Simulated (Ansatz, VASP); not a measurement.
# Cross-check of GaSb between VASP and Ansatz, part 2 of 2

One calculation is typed for both programs; each brings its own data sets and cutoff. How far apart do they land? The cell is taken from a series of VASP runs on this material, whose earlier steps may have relaxed, scaled or displaced it; both programs get it as it stands.

VASP 6.6.1 and Ansatz 0.2.0.

So far: Set-up; Ansatz: zone-centre phonons, PBEsol with D3(BJ); VASP: zone-centre phonons, PBEsol with D3(BJ).

**4. Differences**

Known differences besides the potentials themselves: the data sets hold 28 valence electrons in Ansatz (default PAW (the set named soft_2) files) and 18 in VASP; the cutoff is 420 eV in Ansatz and 450 eV in VASP; Ansatz makes its cores anew for this functional, VASP keeps those of its PBE data sets; VASP leaves aspherical gradient terms in its spheres out (LASPH is not set), Ansatz keeps them; Ansatz takes the dispersion share of the force constants at frozen C6 weights, VASP differentiates the full forces; VASP uses finite displacements, Ansatz perturbation theory. Total energies have different zeros and are not compared.

The two programs side by side:

```tsv
quantity	Ansatz	VASP	difference
optical mode 1 to 3 (cm⁻¹)	228.2	229.5	-0.56 %
```

Modes are paired by rising frequency and degeneracy, not by their patterns, so a pair may still set unlike modes beside each other.

**5. Ansatz: zone-centre phonons, r2SCAN**

Second derivatives magnify differences that forces hide, and they need a tight electronic threshold. The cell compared in this pair holds 57.69 Å³, against 55.17 Å³ for the pair before.

The cell is taken from a series of VASP runs on this material, whose earlier steps may have relaxed, scaled or displaced it; both programs get it as it stands.

Input file input.yaml:

```yaml
crystal:
  lattice:
    - [0.0, 3.0667894431, 3.0667894431]
    - [3.0667894431, 0.0, 3.0667894431]
    - [3.0667894431, 3.0667894431, 0.0]
  atoms:
    - { symbol: Sb, position: [0.75, 0.75, 0.75] }
    - { symbol: Ga, position: [0.0, 0.0, 0.0] }
hamiltonian:
  xc: r2scan
  pseudopotentials: { kind: paw }
kpoints:
  mp_grid: { grid: [12, 12, 12] }
scf:
  occupations: { method: methfessel_paxton, width: 0.15 }
phonons:
  method: dfpt
  qpoints: [[0, 0, 0]]
```

Command:

```console
$ ansatz run input.yaml --threads 4 --pin off --max-ram 9216MiB --backend cpu --events-out ev --progress --plain --runs-dir out
```

Numbers of over 12 decimals in the logs are rounded to 6 here.

The program printed:

```text
[...]
Crystal: 2 atoms, lattice volume = 57.688 Å³
Basis set: ecut = 500 eV, 1459 PW (Γ), exchange–correlation on 160×160×160 points (125 copies of the dense FFT grid, shifted against one another)
Bands: 18, of which v1, the nominal top of the filled ones, is band 14 counted from 1 (13 counted from 0)
Symmetry: 24 space group operations
k-points: 280 of 1728 (irreducible under 4 space group operations, time reversal used)
[...]
k-point 2: bands = [... 10 lower, -4.1563, 4.7277, 7.0049, 7.0049, 8.7093, 10.9796, 10.9796, 11.7185]
  k-point 279: bands = [... 10 lower, -1.8341, 0.5675, 3.9825, 4.2106, 11.4166, 12.0479, 12.2278, 12.5354]
[...]
ASR residual: 5.362e-5 → 0.000e0 eV/Å²; symmetrization residual: 6.449e-5 eV/Å²
  ASR residual per site (eV/Å²): 2.94e-5 5.36e-5
  Γ frequencies (cm⁻¹): 0.00 0.00 0.00 220.84 220.84 220.84
[...]
--- Phonons (arbitrary-q DFPT): 1 explicit q-point ---
[...]
[key lines of the parts left out:]
SCF converged after 9 iterations
Free energy (F): -10289.865712 eV
Fermi energy:    7.454538 eV
```

Elapsed: 83 s, on 4 threads of Arm Neoverse V2, shared host; peak memory 2 GiB.

**6. VASP: zone-centre phonons, r2SCAN**

The same cell, functional, mesh and smearing now go to VASP, with its own data sets and cutoff.

Input file INCAR:

```
SYSTEM = GaSb
PREC = Accurate
ENCUT = 450
EDIFF = 1E-08
NELM = 100
ISMEAR = 1
SIGMA = 0.15
LREAL = .FALSE.
ALGO = Normal
METAGGA = R2SCAN
LASPH = .TRUE.
NBANDS = 15
LORBIT = 11
LWAVE = .FALSE.
LCHARG = .FALSE.
KPAR = 4
IBRION = 6
NFREE = 2
POTIM = 0.015
NSW = 1
ISIF = 2
```

Input file POSCAR:

```
GaSb
1.0
    0.0000000000      3.0667894431      3.0667894431
    3.0667894431      0.0000000000      3.0667894431
    3.0667894431      3.0667894431      0.0000000000
Sb Ga
1 1
Direct
    0.7500000000      0.7500000000      0.7500000000
    0.0000000000      0.0000000000      0.0000000000
```

Input file KPOINTS:

```
Automatic mesh
0
Gamma
12 12 12
0 0 0
```

PAW data sets: Sb and Ga_d (PBE family, release 64).

Command:

```console
$ mpirun -np 4 vasp_std
```

The program printed:

```text
[banner, memory and clock lines left out]
running    4 mpi-ranks, on    1 nodes
[...]
[... a notice as in an earlier step ...]

 LDA part: xc-table for (None), standard interpolation
 POSCAR, INCAR and KPOINTS ok, starting setup
[...]
entering main loop
       N       E                     dE             d eps       ncg     rms          rms(c)
DAV:   1     0.454287863195E+02    0.45429E+02   -0.82956E+03  2200   0.138E+03
DAV:   2    -0.335452367028E+02   -0.78974E+02   -0.76116E+02  2496   0.287E+02
DAV:   3    -0.393393163298E+02   -0.57941E+01   -0.57809E+01  2594   0.661E+01
DAV:   4    -0.394379687535E+02   -0.98652E-01   -0.98641E-01  2704   0.970E+00
[...]
DAV:  17    -0.376055435648E+02    0.11712E-07   -0.66198E-10  1353   0.300E-04    0.170E-05
DAV:  18    -0.376055435433E+02    0.21442E-07   -0.16018E-10  1332   0.140E-04    0.151E-05
DAV:  19    -0.376055435451E+02   -0.18008E-08   -0.67633E-11  1290   0.121E-04
   1 F= -.37605544E+02 E0= -.37605623E+02  d E =0.238209E-03
[... from here on, the cycles between the ionic steps are left out ...]
   2 F= -.37604632E+02 E0= -.37604708E+02  d E =0.229899E-03
   3 F= -.37604630E+02 E0= -.37604707E+02  d E =0.229914E-03
   4 F= -.37604567E+02 E0= -.37604644E+02  d E =0.229904E-03
   5 F= -.37604570E+02 E0= -.37604647E+02  d E =0.229880E-03
 Finite differences progress:
  Degree of freedom:   2/  2
  Displacement:        2/  2
  Total:               4/  4
```

From OUTCAR (step 6):

```text
  Total        0.0010612      0.0063901      0.0063901      0.0000000      0.1037523      0.0000000
  in kB        0.0294723      0.1774734      0.1774734      0.0000000      2.8815530      0.0000000
  external PRESSURE =       0.1281397 kB  Pullay stress =       0.0000000 kB

 POSITION                                       TOTAL-FORCE (eV/Angst)
 -----------------------------------------------------------------------------------
      4.60018      4.60018      4.60018        -0.125063     -0.000000     -0.000000
     -0.01500      0.00000      0.00000         0.125063      0.000000      0.000000
 -----------------------------------------------------------------------------------
    total drift:                                0.007496      0.000011      0.000011

  FREE ENERGIE OF THE ION-ELECTRON SYSTEM (eV)
  ---------------------------------------------------
  free  energy   TOTEN  =       -37.6045702724 eV

  energy  without entropy=      -37.6048001525  energy(sigma->0) =      -37.60464690

[... 1 part as in an earlier step ...]

[... 2 further parts left out ...]
[key lines of the parts left out:]
E-fermi :   4.6550
```

**7. Side by side**

What differs besides the data sets and the points named for the pairs above, as far as they apply: VASP keeps PBE cores, Ansatz makes them for the functional; the cutoff is 500 eV in Ansatz and 450 eV in VASP. Total energies have different zeros and are not compared.

The two programs side by side:

```tsv
quantity	Ansatz	VASP	difference
optical mode 1 to 3 (cm⁻¹)	220.8	224.9	-1.82 %
```

Modes are paired by rising frequency and degeneracy, not by their patterns, so a pair may still set unlike modes beside each other.

**8. Outcome**

| Item | Value |
| --- | --- |
| r.m.s. difference of the optical zone-centre modes, each program's sorted by frequency (zone-centre phonons, PBEsol with D3(BJ)) | 1.3 cm⁻¹ |
| difference in optical mode 1 to 3 (zone-centre phonons, PBEsol with D3(BJ)) | -0.6 % |
| r.m.s. difference of the optical zone-centre modes, each program's sorted by frequency (zone-centre phonons, r2SCAN) | 4.1 cm⁻¹ |
| difference in optical mode 1 to 3 (zone-centre phonons, r2SCAN) | -1.8 % |

**Reading.** The r.m.s. difference of the optical zone-centre modes, each program's sorted by frequency is 1.3 cm⁻¹ (zone-centre phonons, PBEsol with D3(BJ)). Among the rows given in per cent, the largest difference of the zone-centre phonons, PBEsol with D3(BJ) pair is in optical mode 1 to 3, -0.6 %. Among the rows given in per cent, the largest difference of the zone-centre phonons, r2SCAN pair is in optical mode 1 to 3, -1.8 %. Such differences can come from data sets, numerical settings and the points named under the comparisons, not from the functional's error against experiment.

[Lines on the potential files, build, host, timing and source positions are cut from VASP's logs without a mark.]

[Logs are printed without paths, hosts, clocks, repeated set-up lines and the standing remarks that a program may print on its own settings, such as how far it seeks lower states.]

[Hosts, paths, dates, database ids (printed as entryN), source tags and the programs' standing remarks are cut or masked in the printed files.]
